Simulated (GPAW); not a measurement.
# Hf (P6_3/mmc) in GPAW: notebook

The runs below take Hf through relaxation of cell and atoms, with PBEsol.

Program: GPAW 26.7.0. These are calculated values, not measurements. Logs are shortened: lines on timing, memory, paths and dates and some standing lists are left out, and cuts for length are marked. The log counts tension as positive stress, the text compression.

## (1) The structure

The structure is hexagonal, space group P6_3/mmc (No. 194). The conventional cell has a = 3.197 Å, b = 3.197 Å, c = 5.058 Å, α = 90.00°, β = 90.00°, γ = 120.00°. Around Hf (site symmetry -6m2) lie 12 Hf at 3.13 to 3.20 Å.

## (2) Relaxation of cell and atoms, PBEsol, target pressure 20 GPa, at which the enthalpy is minimised

The input, run.py:

```python
from ase import Atoms
from ase.filters import FrechetCellFilter
from ase.io import write
from ase.optimize import BFGS
from ase.units import GPa
from gpaw import GPAW, PW, setup_paths

setup_paths.insert(0, '.')

atoms = Atoms(['Hf', 'Hf'],
              cell=[[3.1967, 0.0, 0.0],
                    [-1.59835, 2.7684234083, 0.0],
                    [0.0, 0.0, 5.0578]],
              scaled_positions=[[0.6666666667, 0.3333333333, 0.75],
                                [0.3333333333, 0.6666666667, 0.25]],
              pbc=True)

calc = GPAW(mode=PW(600),
            xc='PBEsol',
            kpts={'size': (7, 7, 4), 'gamma': True},
            occupations={'name': 'fermi-dirac', 'width': 0.05},
            nbands=24,
            convergence={'density': 1e-05, 'forces': 0.0001},
            maxiter=150,
            txt='gpaw.txt')
atoms.calc = calc
opt = BFGS(FrechetCellFilter(atoms, scalar_pressure=20 * GPa), trajectory='relax.traj', logfile='-')
done = opt.run(fmax=0.02, steps=60)
calc.write('gs.gpw')
write('result.traj', atoms)
print('Converged:', done)
print('Cell:', atoms.cell.cellpar().round(4))
print('Volume:', round(atoms.get_volume(), 4))
print(atoms.get_scaled_positions().round(5))
```

Potentials or basis: PAW data sets generated in the run's folder for this functional, pw.

Launch:

```bash
$ gpaw-setup -f PBEsol Hf
$ OMP_NUM_THREADS=1 python run.py
```

gpaw.txt:

```text
__  _  _
 | _ |_)|_||  |
 |__||  | ||/\| - 26.7.0

Input parameters:
  mode=PW(ecut=600.0),
  convergence={'density': 1e-05, 'forces': 0.0001},
  kpts=MonkhorstPack(size=(7, 7, 4), gamma=True),
  maxiter=150,
  nbands=24,
  occupations=Occupations(name='fermi-dirac', width=0.05),
  xc=XC(name='PBEsol')

Diagonalizing LCAO Hamiltonian
Converting LCAO to pw mode

           Hf

        Hf

Atoms  # Å, Bohr magnetons
|   | symbol |         x |        y |        z |    initial magnetic moments |
|---|--------|-----------|----------|----------|-----------------------------|
| 0 |     Hf |  1.598350 | 0.922808 | 3.793350 | ( 0.0000,  0.0000,  0.0000) |
| 1 |     Hf | -0.000000 | 1.845616 | 1.264450 | ( 0.0000,  0.0000,  0.0000) |
[... 185 lines left out ...]
|         16 |        12.424 |     0.000 |
|         17 |        12.424 |     0.000 |
|        ... |               |           |
|         23 |        27.439 |     0.000 |

No gap
No difference between direct/indirect transitions

Stress tensor  # eV/Ang^3
|        x |         y |        z |
|----------|-----------|----------|
| 0.022123 | -0.000000 | 0.000000 |
| 0.000000 |  0.022123 | 0.000000 |
| 0.000000 |  0.000000 | 0.014793 |

Forces  # eV/Ang
|        x |        y |        z |
|----------|----------|----------|
| -0.00000 |  0.00000 |  0.00000 |  # Hf   0
|  0.00000 | -0.00000 | -0.00000 |  # Hf   1

Interpolating wave functions to new cell
[... 360 lines left out ...]
SCF iterations
|iter     | |      energy | eigst |  dens |force |
|---------|-|-------------|-------|-------|------|
|iter:   1| |  -16.219528 | +0.08 |       |      |
|iter:   2| |  -16.144920 | -2.63 | -1.32 |      |
|iter:   3| |  -15.779620 | -1.53 | -1.36 |      |
|iter:   4| |  -15.793522 | -3.07 | -2.22 |      |
|iter:   5| |  -15.800399 | -4.37 | -2.56 |      |
|iter:   6| |  -15.800411c| -6.51 | -3.88 |      |
|iter:   7| |  -15.800412c| -8.44c| -4.34 |      |
|iter:   8| |  -15.800412c| -7.94c| -4.97 |      |
|iter:   9| |  -15.800412c| -9.11c| -6.09c|      |
|iter:  10| |  -15.800412c| -9.68c| -6.15c|-3.85 |
|iter:  11| |  -15.800412c|-10.45c| -6.78c|-5.08c|

Converged in 11 steps
Energy contributions relative to reference atoms: (reference = -819524.750635)

Energy contributions:
  Kinetic:          38.639701
  Coulomb:         -32.382490
  Zero:             -1.005891
  External:          0.000000
  Xc:              -21.042889
  Entropy:          -0.017688
  Spinorbit:         0.000000
  ----------------------------
  Free energy:     -15.809256
  Extrapolated:    -15.800412
[... 31 lines left out ...]
Stress tensor  # eV/Ang^3
|         x |         y |         z |
|-----------|-----------|-----------|
| -0.132983 |  0.000000 | -0.000000 |
|  0.000000 | -0.132983 |  0.000000 |
|  0.000000 |  0.000000 | -0.130490 |

Forces  # eV/Ang
|       x |        y |        z |
|---------|----------|----------|
| 0.00000 | -0.00000 | -0.00000 |  # Hf   0
| 0.00000 |  0.00000 |  0.00000 |  # Hf   1

Interpolating wave functions to new cell

           Hf

        Hf

Atoms  # Å, Bohr magnetons
|   | symbol |         x |        y |        z |    initial magnetic moments |
|---|--------|-----------|----------|----------|-----------------------------|
| 0 |     Hf |  1.510134 | 0.871876 | 3.595539 | ( 0.0000,  0.0000,  0.0000) |
| 1 |     Hf | -0.000000 | 1.743753 | 1.198513 | ( 0.0000,  0.0000,  0.0000) |

Unit cell  # Å
| periodic |         x |        y |         z |  lengths |     angles |
|----------|-----------|----------|-----------|----------|------------|
|      yes |  3.020268 | 0.000000 |  0.000000 | 3.020268 |  90.000000 |
|      yes | -1.510134 | 2.615629 | -0.000000 | 3.020268 |  90.000000 |
|      yes | -0.000000 | 0.000000 |  4.794053 | 4.794053 | 120.000000 |

Number of symmetries: 12
Symmetry operations  # r_c * U_cc + t_c -> r_c
|    | kind |            matrix            |
|----|------|------------------------------|
|  0 |  σ   |  1, 1, 0,  0,-1, 0,  0, 0, 1 |
|  1 |  S6  |  1, 1, 0, -1, 0, 0,  0, 0,-1 |
|  2 |  E   |  1, 0, 0,  0, 1, 0,  0, 0, 1 |
|  3 |  C2  |  1, 0, 0, -1,-1, 0,  0, 0,-1 |
|  4 |  C2  |  0, 1, 0,  1, 0, 0,  0, 0,-1 |
|  5 |  C3  |  0, 1, 0, -1,-1, 0,  0, 0, 1 |
|  6 |  S6  |  0,-1, 0,  1, 1, 0,  0, 0,-1 |
|  7 |  σ   |  0,-1, 0, -1, 0, 0,  0, 0, 1 |
|  8 |  σ   | -1, 0, 0,  1, 1, 0,  0, 0, 1 |
|  9 |  i   | -1, 0, 0,  0,-1, 0,  0, 0,-1 |
| 10 |  C3  | -1,-1, 0,  1, 0, 0,  0, 0, 1 |
| 11 |  C2  | -1,-1, 0,  0, 1, 0,  0, 0,-1 |
[... 185 lines left out ...]
Atoms  # Å, Bohr magnetons
|   | symbol |         x |        y |        z |    initial magnetic moments |
|---|--------|-----------|----------|----------|-----------------------------|
| 0 |     Hf |  1.510109 | 0.871862 | 3.594593 | ( 0.0000,  0.0000,  0.0000) |
| 1 |     Hf | -0.000000 | 1.743724 | 1.198198 | ( 0.0000,  0.0000,  0.0000) |

Unit cell  # Å
| periodic |         x |         y |        z |  lengths |     angles |
|----------|-----------|-----------|----------|----------|------------|
|      yes |  3.020218 | -0.000000 | 0.000000 | 3.020218 |  90.000000 |
|      yes | -1.510109 |  2.615585 | 0.000000 | 3.020218 |  90.000000 |
|      yes | -0.000000 |  0.000000 | 4.792791 | 4.792791 | 120.000000 |

Number of symmetries: 12
Symmetry operations  # r_c * U_cc + t_c -> r_c
|    | kind |            matrix            |
|----|------|------------------------------|
|  0 |  σ   |  1, 1, 0,  0,-1, 0,  0, 0, 1 |
|  1 |  S6  |  1, 1, 0, -1, 0, 0,  0, 0,-1 |
|  2 |  E   |  1, 0, 0,  0, 1, 0,  0, 0, 1 |
|  3 |  C2  |  1, 0, 0, -1,-1, 0,  0, 0,-1 |
|  4 |  C2  |  0, 1, 0,  1, 0, 0,  0, 0,-1 |
|  5 |  C3  |  0, 1, 0, -1,-1, 0,  0, 0, 1 |
|  6 |  S6  |  0,-1, 0,  1, 1, 0,  0, 0,-1 |
|  7 |  σ   |  0,-1, 0, -1, 0, 0,  0, 0, 1 |
|  8 |  σ   | -1, 0, 0,  1, 1, 0,  0, 0, 1 |
|  9 |  i   | -1, 0, 0,  0,-1, 0,  0, 0,-1 |
| 10 |  C3  | -1,-1, 0,  1, 0, 0,  0, 0, 1 |
| 11 |  C2  | -1,-1, 0,  0, 1, 0,  0, 0,-1 |
[... 102 lines left out ...]
convergence criteria:
- Maximum integral of absolute [dens]ity change: 1e-05 electrons / valence electron
- Maximum change in the atomic [forces] across last 2 cycles: 0.0001 eV/Ang OR
Maximum error relative to the maximum force is below inf
- Maximum [total energy] change in last 3 cyles: 0.0005 eV / valence electron
- Maximum integral of absolute [eigenst]ate change: 4e-08 eV^2 / valence electron
maximum number of iterations: 150

SCF iterations
|iter     | |      energy | eigst |  dens |force |
|---------|-|-------------|-------|-------|------|
|iter:   1| |  -15.832691 | -4.42 |       |      |
|iter:   2| |  -15.832691 | -7.41c| -3.75 |      |
|iter:   3| |  -15.832693c| -6.54 | -3.79 |      |
|iter:   4| |  -15.832693c| -8.20c| -4.62 |      |
|iter:   5| |  -15.832694c| -8.19c| -5.02c|      |
|iter:   6| |  -15.832694c| -9.55c| -6.05c|-4.53c|

Converged in 6 steps
Energy contributions relative to reference atoms: (reference = -819524.750635)

Energy contributions:
  Kinetic:          37.456889
  Coulomb:         -31.464948
  Zero:             -1.005586
  External:          0.000000
  Xc:              -20.810280
  Entropy:          -0.017538
  Spinorbit:         0.000000
  ----------------------------
  Free energy:     -15.841462
  Extrapolated:    -15.832694
[... 50 lines left out ...]
Atoms  # Å, Bohr magnetons
|   | symbol |         x |        y |        z |    initial magnetic moments |
|---|--------|-----------|----------|----------|-----------------------------|
| 0 |     Hf |  1.510461 | 0.872065 | 3.591017 | ( 0.0000,  0.0000,  0.0000) |
| 1 |     Hf | -0.000000 | 1.744130 | 1.197004 | ( 0.0000,  0.0000,  0.0000) |

Unit cell  # Å
| periodic |         x |        y |         z |  lengths |     angles |
|----------|-----------|----------|-----------|----------|------------|
|      yes |  3.020922 | 0.000000 | -0.000000 | 3.020922 |  90.000000 |
|      yes | -1.510461 | 2.616196 |  0.000000 | 3.020922 |  90.000000 |
|      yes | -0.000000 | 0.000000 |  4.788021 | 4.788021 | 120.000000 |

Number of symmetries: 12
Symmetry operations  # r_c * U_cc + t_c -> r_c
|    | kind |            matrix            |
|----|------|------------------------------|
|  0 |  σ   |  1, 1, 0,  0,-1, 0,  0, 0, 1 |
|  1 |  S6  |  1, 1, 0, -1, 0, 0,  0, 0,-1 |
|  2 |  E   |  1, 0, 0,  0, 1, 0,  0, 0, 1 |
|  3 |  C2  |  1, 0, 0, -1,-1, 0,  0, 0,-1 |
|  4 |  C2  |  0, 1, 0,  1, 0, 0,  0, 0,-1 |
|  5 |  C3  |  0, 1, 0, -1,-1, 0,  0, 0, 1 |
|  6 |  S6  |  0,-1, 0,  1, 1, 0,  0, 0,-1 |
|  7 |  σ   |  0,-1, 0, -1, 0, 0,  0, 0, 1 |
|  8 |  σ   | -1, 0, 0,  1, 1, 0,  0, 0, 1 |
|  9 |  i   | -1, 0, 0,  0,-1, 0,  0, 0,-1 |
| 10 |  C3  | -1,-1, 0,  1, 0, 0,  0, 0, 1 |
| 11 |  C2  | -1,-1, 0,  0, 1, 0,  0, 0,-1 |
[... 110 lines left out ...]
SCF iterations
|iter     | |      energy | eigst |  dens |force |
|---------|-|-------------|-------|-------|------|
|iter:   1| |  -15.830252 | -3.27 |       |      |
|iter:   2| |  -15.830249 | -6.17 | -3.20 |      |
|iter:   3| |  -15.830244c| -5.66 | -3.23 |      |
|iter:   4| |  -15.830248c| -7.39 | -4.09 |      |
|iter:   5| |  -15.830248c| -7.56c| -4.55 |      |
|iter:   6| |  -15.830248c| -8.43c| -5.57c|      |
|iter:   7| |  -15.830248c| -9.14c| -5.94c|-3.75 |
|iter:   8| |  -15.830248c| -9.76c| -6.25c|-4.39c|

Converged in 8 steps
Energy contributions relative to reference atoms: (reference = -819524.750635)

Energy contributions:
  Kinetic:          37.545029
  Coulomb:         -31.531660
  Zero:             -1.005734
  External:          0.000000
  Xc:              -20.829133
  Entropy:          -0.017501
  Spinorbit:         0.000000
  ----------------------------
  Free energy:     -15.838998
  Extrapolated:    -15.830248
[... 38 lines left out ...]
Forces  # eV/Ang
|        x |        y |        z |
|----------|----------|----------|
|  0.00000 | -0.00000 | -0.00001 |  # Hf   0
| -0.00000 |  0.00000 |  0.00001 |  # Hf   1

# Writing to gs.gpw (mode='')
```

Wall time 60 s (1 thread of Intel Xeon Platinum 8488C (Sapphire Rapids), shared host); peak memory 0.24 GiB.

Results:

| Item | Value |
| --- | --- |
| Free energy | -15.8390 eV |
| Relaxed volume | 18.92 Å³/atom |
| Relaxed cell | a = 3.021 Å, b = 3.021 Å, c = 4.788 Å, α = 90.00°, β = 90.00°, γ = 120.00° |
| Space group after relaxing (to 0.05 Å) | P6_3/mmc (No. 194) |
| Energy change on relaxing (the enthalpy is what falls) | +156.1 meV/atom |
| Ionic steps | 6 |
| Pressure after relaxing | 20.1 GPa |
| Band gap on the k mesh | none (metal or under the smearing width) |

Stress tensor (GPa, compression positive):
```
20.12  0.00  0.00
 0.00 20.12  0.00
 0.00  0.00 19.99
```

The path:
```csv
step,energy change (eV),largest force (eV/Å),pressure (GPa),volume (Å³)
1,0.0000,0.0000,-3.15,44.76
2,0.0154,0.0000,5.07,41.76
3,0.3420,0.0000,21.17,37.61
4,0.3083,0.0000,19.94,37.87
5,0.3097,0.0000,19.99,37.86
6,0.3121,0.0000,20.08,37.84
```

Final structure:
```xyz
2
Lattice="3.0209 0.0000 0.0000 -1.5105 2.6162 0.0000 0.0000 0.0000 4.7880" Properties=species:S:1:pos:R:3 pbc="T T T"
Hf    1.5105    0.8721    3.5910
Hf    0.0000    1.7441    1.1970
```

Levels at points of the mesh, in eV from the Fermi level:
| k point | band 8 | band 9 | band 10 | band 11 | band 12 | band 13 | band 14 | band 15 | band 16 | band 17 |
| --- | --- | --- | --- | --- | --- | --- | --- | --- | --- | --- |
| (0.00, 0.00, 0.00) | -29.68 | -7.98 | -4.35 | 1.08 | 1.08 | 1.27 | 1.41 | 2.10 | 2.10 | 2.89 |
| (0.00, 0.00, 0.50) | -29.79 | -5.70 | -5.70 | 0.00 | 0.00 | 0.96 | 0.96 | 0.96 | 0.96 | 5.57 |

Caveat: later steps reuse the first step's grids; the volume moved by over 15 % at a fixed basis, so the end points are rough.

## (3) Relaxation of cell and atoms, PBEsol, target pressure 30 GPa, at which the enthalpy is minimised

Changes to run.py since step 2:

```diff
@@ -26,3 +26,3 @@
 atoms.calc = calc
-opt = BFGS(FrechetCellFilter(atoms, scalar_pressure=20 * GPa), trajectory='relax.traj', logfile='-')
+opt = BFGS(FrechetCellFilter(atoms, scalar_pressure=30 * GPa), trajectory='relax.traj', logfile='-')
 done = opt.run(fmax=0.02, steps=60)
```

Potentials or basis: PAW data sets generated in the run's folder for this functional, pw.

Launch:

```bash
$ gpaw-setup -f PBEsol Hf
$ OMP_NUM_THREADS=1 python run.py
```

It took 65 s on 1 thread of Intel Xeon Platinum 8488C (Sapphire Rapids), shared host; peak memory 0.21 GiB.

The run converged. Its results:

- Free energy: -15.5368 eV
- Relaxed volume: 17.95 Å³/atom
- Relaxed cell: a = 2.969 Å, b = 2.969 Å, c = 4.702 Å, α = 90.00°, β = 90.00°, γ = 120.00°
- Space group after relaxing (to 0.05 Å): P6_3/mmc (No. 194)
- Energy change on relaxing (the enthalpy is what falls): +307.4 meV/atom
- Ionic steps: 6
- Pressure after relaxing: 30.1 GPa
- Band gap on the k mesh: none (metal or under the smearing width)

Stress tensor (GPa, compression positive):
```
30.16  0.00  0.00
 0.00 30.16  0.00
 0.00  0.00 29.97
```

Step by step:
| step | energy change (eV) | largest force (eV/Å) | pressure (GPa) | volume (Å³) |
| --- | --- | --- | --- | --- |
| 1 | 0.0000 | 0.0000 | -3.15 | 44.76 |
| 2 | 0.0705 | 0.0000 | 9.16 | 40.53 |
| 3 | 0.6822 | 0.0000 | 32.08 | 35.55 |
| 4 | 0.6090 | 0.0000 | 29.91 | 35.93 |
| 5 | 0.6116 | 0.0000 | 29.99 | 35.92 |
| 6 | 0.6149 | 0.0000 | 30.10 | 35.90 |

Final structure:
```xyz
2
Lattice="2.9691 0.0000 0.0000 -1.4846 2.5714 0.0000 0.0000 0.0000 4.7020" Properties=species:S:1:pos:R:3 pbc="T T T"
Hf    1.4846    0.8571    3.5265
Hf    0.0000    1.7142    1.1755
```

Levels at points of the mesh, in eV from the Fermi level:
| k point | band 9 | band 10 | band 11 | band 12 | band 13 | band 14 | band 15 | band 16 |
| --- | --- | --- | --- | --- | --- | --- | --- | --- |
| (0.00, 0.00, 0.00) | -8.11 | -4.54 | 1.07 | 1.07 | 1.44 | 1.59 | 2.16 | 2.16 |
| (0.00, 0.00, 0.50) | -5.73 | -5.73 | 0.00 | 0.00 | 0.94 | 0.94 | 0.94 | 0.94 |

Caveat: later steps reuse the first step's grids; the volume moved by over 15 % at a fixed basis, so the end points are rough.
